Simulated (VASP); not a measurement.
# InP (F-43m) in VASP: a series of runs

One crystal, InP, is run at these levels: PBEsol, r2SCAN, TB-mBJ; tasks: band structure.

Everything below comes from runs of VASP 6.6.1. Logs are shortened: lines on timing, memory, paths and dates and some standing lists are left out, and cuts for length are marked.

**Measured values to compare with.**

A printed reference work, data compilation reports, for a bulk crystal of InP at 1.6 K: band gap 1.4236 eV (direct).

The results are compared with them further down.

## Step 1: The crystal as given

Symmetry: F-43m, No. 216, cubic system. The conventional cell has a = 5.879 Å, b = 5.879 Å, c = 5.879 Å, α = 90.00°, β = 90.00°, γ = 90.00°. Around In (site symmetry -43m) lie 4 P at 2.55 Å. P (site symmetry -43m) is surrounded by 4 In at 2.55 Å.

The cell is a database's computed one.

## Step 2: Band structure, PBEsol

Input file INCAR:

```
SYSTEM = InP
PREC = Accurate ; ENCUT = 520
EDIFF = 1E-7 ; ISMEAR = 0
SIGMA = 0.02 ; LREAL = .FALSE.
LASPH = .TRUE. ; NELM = 100
ALGO = Normal ; ISIF = 2
LWAVE = .FALSE. ; LCHARG = .FALSE.
GGA = PS ; NBANDS = 16
```

Input file KPOINTS:

```
Automatic mesh
0
G
  10 10 10
  0 0 0
```

Input file POSCAR:

```
InP
1.0
    0.0000000000      2.9395400000      2.9395400000
    2.9395400000      0.0000000000      2.9395400000
    2.9395400000      2.9395400000      0.0000000000
In P
1 1
Direct
    0.0000000000      0.0000000000      0.0000000000
    0.7500000000      0.7500000000      0.7500000000
```

Input file KPOINTS_OPT:

```
path GXWKGLUWLK,UX
15
line-mode
reciprocal
 0.0000000000  0.0000000000  0.0000000000  G
 0.5000000000  0.0000000000  0.5000000000  X

 0.5000000000  0.0000000000  0.5000000000  X
 0.5000000000  0.2500000000  0.7500000000  W

 0.5000000000  0.2500000000  0.7500000000  W
 0.3750000000  0.3750000000  0.7500000000  K

 0.3750000000  0.3750000000  0.7500000000  K
 0.0000000000  0.0000000000  0.0000000000  G

 0.0000000000  0.0000000000  0.0000000000  G
 0.5000000000  0.5000000000  0.5000000000  L

 0.5000000000  0.5000000000  0.5000000000  L
 0.6250000000  0.2500000000  0.6250000000  U

 0.6250000000  0.2500000000  0.6250000000  U
 0.5000000000  0.2500000000  0.7500000000  W

 0.5000000000  0.2500000000  0.7500000000  W
 0.5000000000  0.5000000000  0.5000000000  L

 0.5000000000  0.5000000000  0.5000000000  L
 0.3750000000  0.3750000000  0.7500000000  K

 0.6250000000  0.2500000000  0.6250000000  U
 0.5000000000  0.0000000000  0.5000000000  X
```

Potentials or basis: VASP PAW PBE potentials, release 64 (In_d, P).

Launch:

```
$ cat potpaw_PBE.64/In_d/POTCAR potpaw_PBE.64/P/POTCAR > POTCAR
$ mpirun -np 1 vasp_std > vasp.out
```

OUTCAR:

```text
SYSTEM = InP
   PREC = Accurate
   ENCUT = 520
   EDIFF = 1E-7
   ISMEAR = 0
   LREAL = .FALSE.
   LASPH = .TRUE.
   NELM = 100
   ISIF = 2
   GGA = PS

 ion  position               nearest neighbor table
   1  0.000  0.000  0.000-   2 2.55   2 2.55   2 2.55   2 2.55
   2  0.750  0.750  0.750-   1 2.55   1 2.55   1 2.55   1 2.55

  LATTYP: Found a face centered cubic cell.
 ALAT       =     5.8790800000

  Lattice vectors:

 A1 = (   0.0000000000,   2.9395400000,   2.9395400000)
 A2 = (   2.9395400000,   0.0000000000,   2.9395400000)
 A3 = (   2.9395400000,   2.9395400000,   0.0000000000)

Analysis of symmetry for initial positions (statically):
=====================================================================
 Subroutine PRICEL returns:
 Original cell was already a primitive cell.

 Routine SETGRP: Setting up the symmetry group for a
 face centered cubic supercell.

 Subroutine GETGRP returns: Found 24 space group operations
 (whereof 24 operations were pure point group operations)
 out of a pool of 48 trial point group operations.

The static configuration has the point symmetry T_d .

Analysis of symmetry for dynamics (positions and initial velocities):
=====================================================================
 Subroutine PRICEL returns:
 Original cell was already a primitive cell.

 Routine SETGRP: Setting up the symmetry group for a
 face centered cubic supercell.

 Subroutine GETGRP returns: Found 24 space group operations
 (whereof 24 operations were pure point group operations)
 out of a pool of 48 trial point group operations.

The dynamic configuration has the point symmetry T_d .

 Subroutine INISYM returns: Found 24 space group operations
 (whereof 24 operations are pure point group operations),
 and found     1 'primitive' translations

----------------------------------------------------------------------------------------

                                     Primitive cell

  volume of cell :      50.8005

  direct lattice vectors                    reciprocal lattice vectors
     0.000000000  2.939540000  2.939540000    -0.170094641  0.170094641  0.170094641
     2.939540000  0.000000000  2.939540000     0.170094641 -0.170094641  0.170094641
     2.939540000  2.939540000  0.000000000     0.170094641  0.170094641 -0.170094641

  length of vectors
     4.157137335  4.157137335  4.157137335     0.294612560  0.294612560  0.294612560

  position of ions in fractional coordinates (direct lattice)
     0.000000000  0.000000000  0.000000000
     0.750000000  0.750000000  0.750000000

  ion indices of the primitive-cell ions
   primitive index   ion index
                 1           1
                 2           2

----------------------------------------------------------------------------------------

 KPOINTS: Automatic mesh

Automatic generation of k-mesh.
 Grid dimensions read from file:
 generate k-points for:   10   10   10

 Generating k-lattice:

  Cartesian coordinates                     Fractional coordinates (reciprocal lattice)
    -0.017009464  0.017009464  0.017009464     0.100000000  0.000000000  0.000000000
     0.017009464 -0.017009464  0.017009464     0.000000000  0.100000000  0.000000000
     0.017009464  0.017009464 -0.017009464     0.000000000  0.000000000  0.100000000

  Length of vectors
     0.029461256  0.029461256  0.029461256

  Shift w.r.t. Gamma in fractional coordinates (k-lattice)
     0.000000000  0.000000000  0.000000000

 Subroutine IBZKPT returns following result:
 ===========================================

 Found     47 irreducible k-points:

 Following reciprocal coordinates:
            Coordinates               Weight
  0.000000  0.000000  0.000000      1.000000
  0.100000  0.000000  0.000000      8.000000
  0.200000  0.000000  0.000000      8.000000
  0.300000  0.000000  0.000000      8.000000
  0.400000  0.000000  0.000000      8.000000
  0.500000  0.000000  0.000000      4.000000
[... 16 lines left out ...]
  0.300000  0.300000  0.000000      6.000000
  0.400000  0.300000  0.000000     24.000000
[... 43 lines left out ...]

 val. band max:        4.9901867587   @ k =   0.0000   0.0000   0.0000
 cond. band min:       5.5557783583   @ k =   0.0000   0.0000   0.0000
 fundamental gap:      0.5655915997
 Fermi energy:         5.0949062127

 k-point     1 :       0.0000    0.0000    0.0000
  band No.  band energies     occupation
      1      -9.1392      2.00000
      2      -9.1392      2.00000
      3      -9.1392      2.00000
      4      -8.9891      2.00000
      5      -8.9891      2.00000
      6      -6.4944      2.00000
[... 8 lines left out ...]
     15      14.4055      0.00000
     16      14.4055      0.00000

 k-point     2 :       0.1000    0.0000    0.0000
  band No.  band energies     occupation
      1      -9.1515      2.00000
      2      -9.1344      2.00000
      3      -9.1344      2.00000
      4      -8.9891      2.00000
      5      -8.9891      2.00000
      6      -6.3801      2.00000
[... 8 lines left out ...]
     15      13.8911      0.00000
     16      13.8911      0.00000

 k-point     3 :       0.2000    0.0000    0.0000
  band No.  band energies     occupation
      1      -9.1824      2.00000
      2      -9.1226      2.00000
      3      -9.1226      2.00000
      4      -8.9881      2.00000
      5      -8.9881      2.00000
      6      -6.0515      2.00000
[... 8 lines left out ...]
     15      13.4621      0.00000
     16      14.1497      0.00000

 k-point     4 :       0.3000    0.0000    0.0000
  band No.  band energies     occupation
      1      -9.2185      2.00000
      2      -9.1106      2.00000
      3      -9.1106      2.00000
      4      -8.9842      2.00000
      5      -8.9842      2.00000
      6      -5.5592      2.00000
[... 8 lines left out ...]
     15      13.7507      0.00000
     16      13.7507      0.00000
[... 324 lines left out ...]
 k-point    22 :      -0.2000    0.2000    0.0000
  band No.  band energies     occupation
      1      -9.2287      2.00000
      2      -9.1025      2.00000
      3      -9.1010      2.00000
      4      -8.9939      2.00000
      5      -8.9810      2.00000
      6      -5.3926      2.00000
[... 8 lines left out ...]
     15      15.1396      0.00000
     16      16.1481      0.00000

 k-point    23 :       0.3000    0.3000    0.0000
  band No.  band energies     occupation
      1      -9.2669      2.00000
      2      -9.0729      2.00000
      3      -9.0729      2.00000
      4      -9.0205      2.00000
      5      -8.9665      2.00000
      6      -5.2479      2.00000
[... 8 lines left out ...]
     15      15.1569      0.00000
     16      17.6928      0.00000

 k-point    24 :       0.4000    0.3000    0.0000
  band No.  band energies     occupation
      1      -9.2862      2.00000
      2      -9.0639      2.00000
      3      -9.0606      2.00000
      4      -9.0241      2.00000
      5      -8.9629      2.00000
      6      -4.8295      2.00000
[... 8 lines left out ...]
     15      15.5776      0.00000
     16      17.5739      0.00000

 [... further k-points ...]

------------------------ aborting loop because EDIFF is reached ----------------------------------------

  FORCE on cell =-STRESS in cart. coord.  units (eV):
  Direction    XX          YY          ZZ          XY          YZ          ZX
  --------------------------------------------------------------------------------------
  -------------------------------------------------------------------------------------
  Total       -0.0127933     -0.0127933     -0.0127933      0.0000000     -0.0000000     -0.0000000
  in kB       -0.4034820     -0.4034820     -0.4034820      0.0000000     -0.0000000     -0.0000000
  external PRESSURE =      -0.4034820 kB  Pullay stress =       0.0000000 kB

 VOLUME and BASIS-vectors are now :
 -----------------------------------------------------------------------------
  energy-cutoff  :      520.00
  volume of cell :       50.80
      direct lattice vectors                 reciprocal lattice vectors
     0.000000000  2.939540000  2.939540000    -0.170094641  0.170094641  0.170094641
     2.939540000  0.000000000  2.939540000     0.170094641 -0.170094641  0.170094641
     2.939540000  2.939540000  0.000000000     0.170094641  0.170094641 -0.170094641

 POSITION                                       TOTAL-FORCE (eV/Angst)
 -----------------------------------------------------------------------------------
      0.00000      0.00000      0.00000         0.000000     -0.000000     -0.000000
      4.40931      4.40931      4.40931        -0.000000      0.000000      0.000000
 -----------------------------------------------------------------------------------
    total drift:                                0.000000      0.000000      0.000000

  FREE ENERGIE OF THE ION-ELECTRON SYSTEM (eV)
  ---------------------------------------------------
  free  energy   TOTEN  =        -9.1567332089 eV

  energy  without entropy=       -9.1567332089  energy(sigma->0) =       -9.15673321
```

Run time: 91 s. Hardware: 1 thread of Intel Xeon Platinum 8488C (Sapphire Rapids), shared host; peak memory 0.2 GiB.

Results:

```yaml
Free_energy: -9.1567 eV
Pressure: 0.0 GPa
Band_gap_on_the_k_mesh: 0.57 eV, direct
Band_gap_along_the_path: 0.57 eV, direct
```

Levels at the corners of the path, in eV from the valence-band top:
```
point  band 6  band 7  band 8  band 9  band 10  band 11  band 12  band 13
    Γ  -11.48    0.00    0.00    0.00     0.57     4.02     4.02     4.02
    X   -9.11   -5.78   -2.32   -2.32     1.65     2.17     9.04     9.47
    X   -9.11   -5.78   -2.32   -2.32     1.65     2.17     9.04     9.47
    W   -9.03   -5.62   -2.96   -2.92     4.20     4.30     5.45     6.09
    W   -9.03   -5.62   -2.96   -2.92     4.20     4.30     5.45     6.09
    K   -9.12   -5.63   -3.32   -1.94     2.25     4.30     7.41     7.43
    K   -9.12   -5.63   -3.32   -1.94     2.25     4.30     7.41     7.43
    Γ  -11.48    0.00    0.00    0.00     0.57     4.02     4.02     4.02
    Γ  -11.48    0.00    0.00    0.00     0.57     4.02     4.02     4.02
    L   -9.76   -5.75   -0.97   -0.97     1.38     4.74     4.74     6.93
    L   -9.76   -5.75   -0.97   -0.97     1.38     4.74     4.74     6.93
    U   -9.12   -5.63   -3.32   -1.94     2.25     4.30     7.41     7.43
    U   -9.12   -5.63   -3.32   -1.94     2.25     4.30     7.41     7.43
    W   -9.03   -5.62   -2.96   -2.92     4.20     4.30     5.45     6.09
    W   -9.03   -5.62   -2.96   -2.92     4.20     4.30     5.45     6.09
    L   -9.76   -5.75   -0.97   -0.97     1.38     4.74     4.74     6.93
    L   -9.76   -5.75   -0.97   -0.97     1.38     4.74     4.74     6.93
    K   -9.12   -5.63   -3.32   -1.94     2.25     4.30     7.41     7.43
    U   -9.12   -5.63   -3.32   -1.94     2.25     4.30     7.41     7.43
    X   -9.11   -5.78   -2.32   -2.32     1.65     2.17     9.04     9.47
```

Caveat: the PAW data sets were made with another functional, which shifts forces and pressure a little; spin-orbit coupling is left out, which moves the levels of the heavy elements.

## Step 3: Band structure, r2SCAN

INCAR: that of step 2 with these lines changed.

```diff
@@ -7,2 +7,3 @@
 LWAVE = .FALSE. ; LCHARG = .FALSE.
-GGA = PS ; NBANDS = 16
+METAGGA = R2SCAN ; LMIXTAU = .TRUE.
+NBANDS = 16
```

KPOINTS is that of step 2.

POSCAR is that of step 2.

KPOINTS_OPT is that of step 2.

Potentials or basis: VASP PAW PBE potentials, release 64 (In_d, P).

Launch:

```
$ cat potpaw_PBE.64/In_d/POTCAR potpaw_PBE.64/P/POTCAR > POTCAR
$ mpirun -np 1 vasp_std > vasp.out
```

It took 4.8 min on 1 thread of Intel Xeon Platinum 8488C (Sapphire Rapids), shared host; peak memory 0.22 GiB.

The run converged. Its results:

* Free energy: -32.2967 eV
* Pressure: 0.9 GPa
* Band gap on the k mesh: 1.12 eV, direct
* Band gap along the path: 1.12 eV, direct

Levels at the corners of the path, in eV from the valence-band top:
| point | band 7 | band 8 | band 9 | band 10 | band 11 | band 12 |
| --- | --- | --- | --- | --- | --- | --- |
| Γ | 0.00 | 0.00 | 0.00 | 1.12 | 4.44 | 4.44 |
| X | -5.84 | -2.38 | -2.38 | 2.02 | 2.55 | 9.82 |
| X | -5.84 | -2.38 | -2.38 | 2.02 | 2.55 | 9.82 |
| W | -5.67 | -3.02 | -2.96 | 4.58 | 4.77 | 6.02 |
| W | -5.67 | -3.02 | -2.96 | 4.58 | 4.77 | 6.02 |
| K | -5.68 | -3.37 | -1.99 | 2.65 | 4.74 | 8.00 |
| K | -5.68 | -3.37 | -1.99 | 2.65 | 4.74 | 8.00 |
| Γ | 0.00 | 0.00 | 0.00 | 1.12 | 4.44 | 4.44 |
| Γ | 0.00 | 0.00 | 0.00 | 1.12 | 4.44 | 4.44 |
| L | -5.83 | -0.99 | -0.99 | 1.84 | 5.16 | 5.16 |
| L | -5.83 | -0.99 | -0.99 | 1.84 | 5.16 | 5.16 |
| U | -5.68 | -3.37 | -1.99 | 2.65 | 4.74 | 8.00 |
| U | -5.68 | -3.37 | -1.99 | 2.65 | 4.74 | 8.00 |
| W | -5.67 | -3.02 | -2.96 | 4.58 | 4.77 | 6.02 |
| W | -5.67 | -3.02 | -2.96 | 4.58 | 4.77 | 6.02 |
| L | -5.83 | -0.99 | -0.99 | 1.84 | 5.16 | 5.16 |
| L | -5.83 | -0.99 | -0.99 | 1.84 | 5.16 | 5.16 |
| K | -5.68 | -3.37 | -1.99 | 2.65 | 4.74 | 8.00 |
| U | -5.68 | -3.37 | -1.99 | 2.65 | 4.74 | 8.00 |
| X | -5.84 | -2.38 | -2.38 | 2.02 | 2.55 | 9.82 |

Caveat: the PAW data sets were made with another functional, which shifts forces and pressure a little; spin-orbit coupling is left out, which moves the levels of the heavy elements.

## Step 4: Band structure, TB-mBJ

POSCAR is that of step 3.

Input file INCAR.step1:

```
SYSTEM = InP
PREC = Accurate ; ENCUT = 520
EDIFF = 1E-5 ; ISMEAR = 0
SIGMA = 0.02 ; LREAL = .FALSE.
LASPH = .TRUE. ; NELM = 100
ALGO = Normal ; ISIF = 2
LWAVE = .TRUE. ; LCHARG = .FALSE.
NBANDS = 16 ; GGA = PE
```

Input file INCAR.step2:

```
SYSTEM = InP
PREC = Accurate ; ENCUT = 520
EDIFF = 1E-7 ; ISMEAR = 0
SIGMA = 0.02 ; LREAL = .FALSE.
LASPH = .TRUE. ; NELM = 100
ALGO = Normal ; ISIF = 2
LWAVE = .FALSE. ; LCHARG = .FALSE.
METAGGA = MBJ ; NBANDS = 16
ISTART = 1
```

KPOINTS is that of step 3.

KPOINTS_OPT is that of step 3.

Launch:

```
$ cat potpaw_PBE.64/In_d/POTCAR potpaw_PBE.64/P/POTCAR > POTCAR
$ cp INCAR.step1 INCAR
$ mpirun -np 1 vasp_std > vasp.out
$ cp INCAR.step2 INCAR
$ mpirun -np 1 vasp_std > vasp.out
```

It took 3.7 min on 1 thread of Intel Xeon Platinum 8488C (Sapphire Rapids), shared host; peak memory 0.21 GiB.

Results (log left out):

```yaml
Band_gap_on_the_k_mesh: 1.61 eV, direct
Band_gap_along_the_path: 1.61 eV, direct
```

Levels at the corners of the path, in eV from the valence-band top:
| point | band 6 | band 7 | band 8 | band 9 | band 10 | band 11 | band 12 | band 13 |
| --- | --- | --- | --- | --- | --- | --- | --- | --- |
| Γ | -11.24 | 0.00 | 0.00 | 0.00 | 1.61 | 4.74 | 4.74 | 4.74 |
| X | -9.01 | -5.33 | -2.13 | -2.13 | 2.51 | 2.97 | 9.88 | 10.41 |
| X | -9.01 | -5.33 | -2.13 | -2.13 | 2.51 | 2.97 | 9.88 | 10.41 |
| W | -8.94 | -5.18 | -2.69 | -2.62 | 4.85 | 4.97 | 6.25 | 6.85 |
| W | -8.94 | -5.18 | -2.69 | -2.62 | 4.85 | 4.97 | 6.25 | 6.85 |
| K | -9.02 | -5.19 | -3.00 | -1.78 | 3.08 | 4.99 | 8.08 | 8.15 |
| K | -9.02 | -5.19 | -3.00 | -1.78 | 3.08 | 4.99 | 8.08 | 8.15 |
| Γ | -11.24 | 0.00 | 0.00 | 0.00 | 1.61 | 4.74 | 4.74 | 4.74 |
| Γ | -11.24 | 0.00 | 0.00 | 0.00 | 1.61 | 4.74 | 4.74 | 4.74 |
| L | -9.62 | -5.30 | -0.89 | -0.89 | 2.29 | 5.41 | 5.41 | 7.91 |
| L | -9.62 | -5.30 | -0.89 | -0.89 | 2.29 | 5.41 | 5.41 | 7.91 |
| U | -9.02 | -5.19 | -3.00 | -1.78 | 3.08 | 4.99 | 8.08 | 8.15 |
| U | -9.02 | -5.19 | -3.00 | -1.78 | 3.08 | 4.99 | 8.08 | 8.15 |
| W | -8.94 | -5.18 | -2.69 | -2.62 | 4.85 | 4.97 | 6.25 | 6.85 |
| W | -8.94 | -5.18 | -2.69 | -2.62 | 4.85 | 4.97 | 6.25 | 6.85 |
| L | -9.62 | -5.30 | -0.89 | -0.89 | 2.29 | 5.41 | 5.41 | 7.91 |
| L | -9.62 | -5.30 | -0.89 | -0.89 | 2.29 | 5.41 | 5.41 | 7.91 |
| K | -9.02 | -5.19 | -3.00 | -1.78 | 3.08 | 4.99 | 8.08 | 8.15 |
| U | -9.02 | -5.19 | -3.00 | -1.78 | 3.08 | 4.99 | 8.08 | 8.15 |
| X | -9.01 | -5.33 | -2.13 | -2.13 | 2.51 | 2.97 | 9.88 | 10.41 |

Caveat: the PAW data sets were made with another functional, which shifts forces and pressure a little; spin-orbit coupling is left out, which moves the levels of the heavy elements.

## Step 5: Overview

| level | gap on the mesh (eV) | pressure (GPa) |
| --- | --- | --- |
| PBEsol | 0.57 | 0.0 |
| r2SCAN | 1.12 | 0.9 |
| TB-mBJ | 1.61 | - |

Alike in all rows: task band structure; potentials or basis VASP PAW PBE potentials, release 64 (In_d, P); no spin polarisation; cell as given; k mesh 10 × 10 × 10; cutoff (eV) 520; smearing gaussian 0.02 eV.

On the cell as given the gap runs from 0.57 eV (PBEsol) to 1.61 eV (TB-mBJ).

Caveats: the PAW data sets were made with another functional, which shifts forces and pressure a little; spin-orbit coupling is left out, which moves the levels of the heavy elements.

Absolute energies hang on the potentials; compare differences alone.

## Step 6: Against experiment

Step 2. Against the measured gap of InP, 1.4236 eV (direct; 1.6 K; a printed reference work, data compilation), the calculated 0.57 eV is off by -0.86 eV. Spin-orbit coupling on In is left out. The value is that of PBEsol, without temperature or zero-point motion. Semilocal functionals fall short of measured gaps as a rule. The cell is a database's relaxed one, not the measured one, which moves gaps too.

Step 3. Measured gap of InP: 1.4236 eV (direct; 1.6 K; a printed reference work, data compilation). This calculation gives 1.12 eV (-0.31 eV). Spin-orbit coupling on In is left out. The value is that of r2SCAN, without temperature or zero-point motion. The cell is a database's relaxed one, not the measured one, which moves gaps too.

Step 4. A measured gap of InP is 1.4236 eV (direct; 1.6 K; a printed reference work, data compilation); the calculated 1.61 eV misses it by +0.19 eV. Spin-orbit coupling on In is left out. The value is that of TB-mBJ, without temperature or zero-point motion. The cell is a database's relaxed one, not the measured one, which moves gaps too.
